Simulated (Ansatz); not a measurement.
Base system: GeTe (space group R3m, No. 160; a = 4.1622 Å, c = 10.4635 Å (hexagonal axes)).

Modification: a hydrostatic pressure of 0.9 GPa.

Levels (all Ansatz, an electronic-structure program, PAW): PBEsol (420 eV, scalar-relativistic without spin-orbit coupling); HSE06 (420 eV, no spin-orbit coupling).

The geometry is relaxed with PBEsol.

- PBEsol lowest conduction level above the VBM at special points: L 0.43 eV; T 0.51 eV; H₂ 1.15 eV; Γ 3.28 eV

Question: What does HSE06 give at this geometry for the lowest conduction level above the VBM at special points?

Answer: The lowest conduction level above the VBM at special points changes from L 0.43 eV; T 0.51 eV; H₂ 1.15 eV; Γ 3.28 eV to L 0.58 eV; T 0.65 eV; H₂ 1.42 eV; Γ 3.74 eV.

Single points use the geometry relaxed with PBEsol. HSE06 was sampled on its mesh, a few special points and the semilocal edge points, so its gap is an upper bound. The levels and masses belong to the bands next to the band gap. Load acts through the strain it causes; cell and atoms are relaxed under it. No phonon test of stability was made.
